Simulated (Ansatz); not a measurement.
This Ansatz input for PbO was spoiled on purpose:

```yaml
crystal:
  lattice:
    - [4.0568204757, 0.0, 0.0]
    - [0.0, 4.0568204757, 0.0]
    - [0.0, 0.0, 5.597075029]
  atoms:
    - { symbol: Pb, position: [0.5, 0.0, 0.2126163549] }
    - { symbol: Pb, position: [0.0, 0.5, 0.7873836451] }
    - { symbol: O, position: [0.0, 0.0, 0.0] }
    - { symbol: O, position: [0.5, 0.5, 0.0] }
basis:
  ecutwfc: 30
  ecutrho_ratio: 4
kpoints:
  mp_grid: { grid: [8, 8, 6] }
hamiltonian:
  xc: pbe
scf:
  occupations: { method: gaussian, width: 0.05 }
  max_iter: 50
output:
  forces: true
  stress: true
```

Launched as:
```sh
ansatz run input.yaml --threads 2 --pin off --max-ram 2662MiB --backend cpu --events-out ev --progress --plain --runs-dir out
```

What the program printed:

```
Warning: basis.ecutwfc = 30 eV is below the records' recommended 420 eV, and the density's cutoff is lower with it unless basis.ecutrho_ratio is high enough to keep the records' density cutoff: compare with a run at a higher cutoff
Warning: basis.ecutrho_ratio = 4 (ecutrho = 120 eV) is below the records' recommended 1680 eV
```

```
SCF iter   1: F=—  HF=-24247.402250 eV  |F-HF|=—  |Δ(HF+E_count)|=         —  Δρ=1.00e0  dr2=1.47e3  ethr=1.77e-3  ⟨swp⟩=1.0  Hψ=2078  notcnv=0
SCF iter   2: F=—  HF=-23625.650390 eV  |F-HF|=—  |Δ(HF+E_count)|=    6.22e2  Δρ=2.31e-1  dr2=5.56e1  ethr=1.77e-3  ⟨swp⟩=5.0  Hψ=8489  notcnv=0
SCF iter   3: F=—  HF=-23586.030597 eV  |F-HF|=—  |Δ(HF+E_count)|=    3.96e1  Δρ=4.68e-2  dr2=2.83e0  ethr=1.77e-3  ⟨swp⟩=2.7  Hψ=3394  notcnv=0  defer=4
SCF iter   4: F=—  HF=-23585.381774 eV  |F-HF|=—  |Δ(HF+E_count)|=   6.49e-1  Δρ=7.60e-3  dr2=2.00e-1  ethr=1.77e-3  ⟨swp⟩=1.9  Hψ=2314  notcnv=0  defer=3
SCF iter   5: F=—  HF=-23585.331262 eV  |F-HF|=—  |Δ(HF+E_count)|=   5.05e-2  Δρ=2.17e-3  dr2=1.08e-2  ethr=5.01e-4  ⟨swp⟩=1.9  Hψ=2101  notcnv=0  defer=6
SCF iter   6: F=—  HF=-23585.332287 eV  |F-HF|=—  |Δ(HF+E_count)|=   1.02e-3  Δρ=8.61e-5  dr2=1.17e-5  ethr=2.71e-5  ⟨swp⟩=1.9  Hψ=1999  notcnv=0  defer=6
SCF iter   7: F=—  HF=-23586.853479 eV  |F-HF|=—  |Δ(HF+E_count)|=    1.52e0  Δρ=3.69e-4  dr2=2.29e-4  ethr=2.92e-8  ⟨swp⟩=4.1  Hψ=4077  notcnv=0  defer=9
SCF iter   8: F=—  HF=-23586.853468 eV  |F-HF|=—  |Δ(HF+E_count)|=   1.16e-5  Δρ=3.33e-4  dr2=1.90e-4  ethr=2.92e-8  ⟨swp⟩=1.1  Hψ=1465  notcnv=0  defer=10
SCF iter   9: F=—  HF=-23586.853413 eV  |F-HF|=—  |Δ(HF+E_count)|=   5.48e-5  Δρ=9.00e-5  dr2=1.39e-5  ethr=2.92e-8  ⟨swp⟩=2.7  Hψ=2395  notcnv=0  defer=10
SCF iter  10: F=—  HF=-23586.853409 eV  |F-HF|=—  |Δ(HF+E_count)|=   4.22e-6  Δρ=1.63e-5  dr2=4.62e-7  ethr=2.92e-8  ⟨swp⟩=2.0  Hψ=1756  notcnv=0  defer=10
SCF iter  11: F=-23586.853409 eV  HF=-23586.853409 eV  |F-HF|=2.86e-9  |Δ(HF+E_count)|=   1.26e-7  Δρ=2.01e-6  dr2=6.52e-9  ethr=2.50e-10  ⟨swp⟩=4.2  Hψ=4409  notcnv=0
```

```
SCF 1 converged in 11 iterations: F = -23586.853409 eV  dr2 = 6.52e-9
SCF converged after 11 iterations
Free energy (F): -23586.853409 eV
E sigma→0 (E₀):  -23586.852591 eV
Entropy (-TS):   -0.001635 eV (-0.409 meV/atom)
Fermi energy:    23.404121 eV
--- Forces (eV/Å), atoms counted from 1 ---
  atom   1  Pb     0.00000000     0.00000000    80.47523350
  atom   2  Pb     0.00000000     0.00000000   -80.47523350
  atom   3  O      0.00000000     0.00000000     0.00000000
  atom   4  O      0.00000000     0.00000000     0.00000000
--- Stress (GPa, compression-positive) ---
     -328.684596       0.000000       0.000000
        0.000000    -328.684596       0.000000
        0.000000       0.000000    -553.094573
  P = ⅓ Tr σ = -403.4879 GPa (-4034.879 kbar)
```

**Question.** What is wrong with it?

**Answer.** A cutoff far too low. Against the sound input: basis.ecutwfc: 420 → 30 (the cap on iterations is only a precaution).

The run converged all the same; its pressure of -403 GPa shows the fault against the sound run's. Its energy lies 340074 meV/atom from the sound one. Run time: 0.51 s on 2 threads of Arm Neoverse V1 (shared host), peak memory 0.21 GiB. The run before the change (PBE, 420 eV, 8×8×6 mesh) gave:

| run | P (GPa) | gap on the mesh (eV) | cell moment (μB) | largest force component (eV/Å) |
| --- | --- | --- | --- | --- |
| sound | 0.0 | 1.81 | – | 0.001 |
| spoiled | -403.5 | metal | – | 80.475 |

The Crystallography Open Database holds a cell of this formula and space group, from which this one stands far in volume, proportions or bonds. The database's entry of this formula in the relaxed cell's space group, P4/nmm, has axes of 3.967 × 3.967 × 4.992 Å and 19.64 Å³/atom (1985), the relaxed one 4.057 × 4.057 × 5.597 Å and 23.03.

Of that run: Kohn–Sham gaps of semilocal functionals lie under measured ones, often by a third or more. The structure is layered, and this functional has no dispersion term, so the layers' spacing is poorly fixed, often too long, and so is what hangs on it.
